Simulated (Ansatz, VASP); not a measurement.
Two plane-wave programs on NaS3

```
Na S
1.0
     0.00000    3.32463    3.32463
     3.32463    0.00000    3.32463
     3.32463    3.32463    0.00000
Na S
1 3
Direct
  0.00000 0.00000 0.00000
  0.50000 0.50000 0.50000
  0.25000 0.25000 0.25000
  0.75000 0.75000 0.75000
```

Change from the starting cell: species swapped into the AlCu3 type (Fm-3m, No. 225).

Alike in both runs: functional PBE; k mesh 4 × 4 × 4; occupations gaussian, width 0.1 eV; no spin polarisation.

Ansatz relaxed the structure, and its values are those at the end. VASP's run is a single point on that final structure, the one shown.

|  | VASP | Ansatz |
| --- | --- | --- |
| version | VASP 6.6.1 | Ansatz 0.2.0 |
| potentials or method | VASP PAW PBE potentials, release 64 (Na_pv, S) | scalar-relativistic, plane waves, PAW |
| plane-wave cutoff (eV) | 520 | 420 |
| valence electrons in the cell | 25 | 27 |

```csv
,VASP,Ansatz,Ansatz less VASP
gap on the k mesh at the Fermi level (eV),none,none,-
pressure (GPa),-0.3,-0.3,+0.04
```

A gap of «none» marks a metal or a gap that the smearing closes. The functional is the same, so the differences come from potentials, cutoffs and numerics. The two sets of potentials don't hold the same shells in valence.

Caveats: the k mesh is coarse (spacing up to 0.41 Å⁻¹), so the values aren't converged.
